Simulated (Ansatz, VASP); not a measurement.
## Ba: VASP beside Ansatz

File INCAR:

```
ALGO = Normal ; EDIFF = 1E-7
ENCUT = 520 ; GGA = PE
ISIF = 2 ; ISMEAR = 0
IVDW = 12 ; LASPH = True
LCHARG = False ; LREAL = False
LWAVE = False ; NBANDS = 11
NELM = 60 ; PREC = Accurate
SIGMA = 0.1
```

Contents of KPOINTS:

```
k-points
0
Gamma
  6 6 4
```

File POSCAR:

```
Ba
1.0
    1.9550000000     -3.6500000000      0.0000000000
    1.9550000000      3.6500000000      0.0000000000
    0.0000000000      0.0000000000      5.7000000000
Ba
1
Direct
    0.0000000000      0.0000000000      0.0000000000
```

Input for Ansatz:

```yaml
crystal:
  lattice:
    - [1.955, -3.65, 0.0]
    - [1.955, 3.65, 0.0]
    - [0.0, 0.0, 5.7]
  atoms:
    - { symbol: Ba, position: [0.0, 0.0, 0.0] }
basis:
  ecutwfc: 420
kpoints:
  mp_grid: { grid: [6, 6, 4] }
hamiltonian:
  xc: pbe
  dispersion: d3bj
scf:
  occupations: { method: gaussian, width: 0.1 }
output:
  forces: true
  stress: true
  eigenvalues: true
```

This isn't the form of Ba at room conditions, which is bcc.

Alike in both runs: task single point; functional PBE; dispersion D3(BJ); k mesh 6 × 6 × 4; occupations gaussian, width 0.1 eV; no spin polarisation.

```csv
,VASP,Ansatz
version,VASP 6.6.1,Ansatz 0.2.0
potentials or method,"VASP PAW PBE potentials, release 64 (Ba_sv)","scalar-relativistic, plane waves, PAW"
plane-wave cutoff (eV),520,420
valence electrons in the cell,10,10
```

|  | VASP | Ansatz | Ansatz less VASP |
| --- | --- | --- | --- |
| gap on the k mesh at the Fermi level (eV) | none | none | - |
| pressure (GPa) | 0.5 | 0.4 | -0.05 |
| largest component of the traceless stress (GPa) | 3.04 | 2.98 | -0.061 |

A gap of «none» marks a metal or a gap that the smearing closes. The functional is the same, so the differences come from potentials, cutoffs and numerics.

Caveats: pairwise dispersion overbinds metals, which lowers pressure and volume. The runs have no spin-orbit coupling, so splittings on Ba are missing.
